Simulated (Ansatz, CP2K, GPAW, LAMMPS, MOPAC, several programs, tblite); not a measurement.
## What each method gives for NaCl (zincblende)

NaCl built on the zincblende prototype, relaxed with r2SCAN in Ansatz, was computed with several methods. The symmetry is F-43m (No. 216, cubic); conventional cell a = 6.175 Å, 29.43 Å³ an atom. Around Na lie 4 Cl at 2.67 Å; around Cl lie 4 Na at 2.67 Å. Note: simulated data, non-magnetic, for a generated structure that need not be the stable one.

```yaml
crystal:
  lattice:
    - [0.00000, 3.08727, 3.08727]
    - [3.08727, 0.00000, 3.08727]
    - [3.08727, 3.08727, 0.00000]
  atoms:
    - { symbol: Na, position: [0.00000, 0.00000, 0.00000] }
    - { symbol: Cl, position: [0.25000, 0.25000, 0.25000] }
```

Gaps and times are for a single point on this cell; volume and bulk modulus come from each method's own relaxation or energy curve at fixed shape. Times are rough, from shared hosts (Arm Neoverse V2), and each method has its own mesh and cell size. A star marks a curve whose lowest point is an end point. PM6 (MOPAC), PM7 (MOPAC), GFN1-xTB (tblite), GFN2-xTB (tblite) treat a cluster of cells at its zone centre, which samples few k points: where these miss a band edge, the gap comes out too large for that reason alone. Gaps from k meshes are read at a limited set of points (mesh, symmetry points, PBE's band edges), so each method's own least gap may be somewhat smaller. Force fields have no electrons; where one was fitted to this phase, its volume and modulus reflect the fit. xTB and the PM methods were fitted mostly to molecules, and can miss a solid's gap by electronvolts. Minimal bases can be far off for gaps. GLLB-SC's gap includes the derivative discontinuity. d marks a direct gap, i an indirect one (no mark: not told apart), a dash a value that wasn't computed or didn't pass its checks.

```json
{"method": "ffield.eim (LAMMPS)", "kind": "force field", "gap (eV)": "–", "own volume (Å³/atom)": "–", "bulk modulus (GPa)": "–", "atoms computed": "2", "processor time": "0.15 s"}
{"method": "light PBE (260 eV and a coarse mesh)", "kind": "light plane-wave", "gap (eV)": "4.94 d", "own volume (Å³/atom)": "–", "bulk modulus (GPa)": "–", "atoms computed": "2", "processor time": "0.58 s"}
{"method": "PBE", "kind": "semilocal", "gap (eV)": "4.94 d", "own volume (Å³/atom)": "30.56", "bulk modulus (GPa)": "17", "atoms computed": "2", "processor time": "1.9 s"}
{"method": "GFN1-xTB (tblite)", "kind": "tight binding", "gap (eV)": "3.73", "own volume (Å³/atom)": "26.60*", "bulk modulus (GPa)": "13*", "atoms computed": "64", "processor time": "2.6 s"}
{"method": "PM7 (MOPAC)", "kind": "semi-empirical", "gap (eV)": "15.25", "own volume (Å³/atom)": "–", "bulk modulus (GPa)": "–", "atoms computed": "64", "processor time": "3.4 s"}
{"method": "GFN2-xTB (tblite)", "kind": "tight binding", "gap (eV)": "2.81", "own volume (Å³/atom)": "–", "bulk modulus (GPa)": "–", "atoms computed": "64", "processor time": "4 s"}
{"method": "PM6 (MOPAC)", "kind": "semi-empirical", "gap (eV)": "11.08", "own volume (Å³/atom)": "–", "bulk modulus (GPa)": "–", "atoms computed": "64", "processor time": "4 s"}
{"method": "r2SCAN", "kind": "semilocal", "gap (eV)": "5.55 d", "own volume (Å³/atom)": "29.43", "bulk modulus (GPa)": "19", "atoms computed": "2", "processor time": "5.8 s"}
{"method": "PBE/SZV (CP2K)", "kind": "small basis", "gap (eV)": "3.80 d", "own volume (Å³/atom)": "29.26", "bulk modulus (GPa)": "21", "atoms computed": "2", "processor time": "6.8 s"}
{"method": "PBE/DZVP (CP2K)", "kind": "small basis", "gap (eV)": "4.85 d", "own volume (Å³/atom)": "30.93", "bulk modulus (GPa)": "17", "atoms computed": "2", "processor time": "8.7 s"}
{"method": "GLLB-SC (GPAW)", "kind": "model potential", "gap (eV)": "9.85", "own volume (Å³/atom)": "–", "bulk modulus (GPa)": "–", "atoms computed": "2", "processor time": "9.4 s"}
{"method": "PBE/single zeta (GPAW)", "kind": "small basis", "gap (eV)": "4.72 d", "own volume (Å³/atom)": "–", "bulk modulus (GPa)": "–", "atoms computed": "2", "processor time": "9.6 s"}
```

Against r2SCAN (5.55 eV) and with closed or daggered gaps left aside, the nearest gap at the points sampled is that of PBE (-0.61 eV) and the farthest that of PM7 (MOPAC) (+9.70 eV). r2SCAN is only a yardstick of convenience: semilocal gaps usually lie below measured ones, which GLLB-SC and hybrids aim to mend.

Volumes against r2SCAN's: PBE +3.9 %, PBE/SZV (CP2K) -0.6 %, PBE/DZVP (CP2K) +5.1 %.

Runs without a result: ffield.eim (LAMMPS) (relaxation).

Relaxed on its own, the cell leaves this structure with ffield.eim (LAMMPS), so no volume is listed.
